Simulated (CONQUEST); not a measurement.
# Ge in CONQUEST: convergence with k mesh

The system is Ge.

```xyz
4
Lattice="2.7948 0.0000 0.0000 0.0000 5.1490 0.0000 0.0000 0.0000 5.1490" Properties=species:S:1:pos:R:3 pbc="T T T"
Ge    0.0025    2.5889    2.5733
Ge    1.4000    0.0144    5.1478
Ge    0.6918    2.5849    0.0042
Ge    2.0893    0.0104    2.5787
```

This isn't the form of Ge at room conditions, which is diamond.

The cell isn't the ideal one: atoms moved at random.

- Program: CONQUEST 1.3
- Task: convergence study
- Functional: LDA
- Potentials or basis: PseudoDojo NC LDA, SZP, grid cutoff 120 Ha
- k mesh: 2 × 1 × 1
- Occupations: fermi-dirac, width 0.05 eV
- Spin: no spin polarisation

These are the settings of the first run; the series varies k mesh, with any setting tied to it.

Hardware: 1 thread of AMD EPYC 7B13 (Zen 3), with other jobs on the host.

Q: The values tried are 2 × 1 × 1, 2 × 2 × 2, 3 × 2 × 2, 4 × 3 × 3, 5 × 3 × 3, 7 × 4 × 4, 8 × 5 × 5, 9 × 5 × 5, 12 × 7 × 7, 14 × 8 × 8, loosest first. From which on does the largest force stay within 0.005 eV/Å of the tightest run that finished?

A: From 9 × 5 × 5 on.

| k mesh | energy less the tightest run, at zero smearing (meV/atom) | pressure (GPa) | largest force (eV/Å) | SCF cycles | CPU time (s) | peak memory (GiB) |
| --- | --- | --- | --- | --- | --- | --- |
| 2 × 1 × 1 | -265.84 | 8.49 | 0.054 | 7 | 21 | 0.54 |
| 2 × 2 × 2 | -606.18 | 0.26 | 0.064 | 5 | 20 | 0.54 |
| 3 × 2 × 2 | -27.75 | 3.01 | 0.035 | 6 | 22 | 0.54 |
| 4 × 3 × 3 | 5.93 | 0.91 | 0.047 | 6 | 24 | 0.54 |
| 5 × 3 × 3 | -68.30 | 1.65 | 0.057 | 5 | 22 | 0.54 |
| 7 × 4 × 4 | 6.24 | 1.77 | 0.038 | 6 | 32 | 0.54 |
| 8 × 5 × 5 | -2.00 | 2.08 | 0.029 | 6 | 36 | 0.54 |
| 9 × 5 × 5 | -7.21 | 1.81 | 0.041 | 5 | 33 | 0.54 |
| 12 × 7 × 7 | -12.29 | 1.61 | 0.042 | 5 | 56 | 0.54 |
| 14 × 8 × 8 | 0.00 | 1.90 | 0.039 | 5 | 87 | 0.54 |

Not settled before the last step: the energy (to 1 meV/atom), the pressure (to 0.1 GPa). Meshes of other sizes hit other points, so gaps and Fermi surfaces needn't settle smoothly. The tightest run that finished is the yardstick and may itself not be fully converged.

Caveat, for the tightest run too: the atomic basis is small; the basis of atomic orbitals isn't converged, which shifts pressures, moduli and gaps.
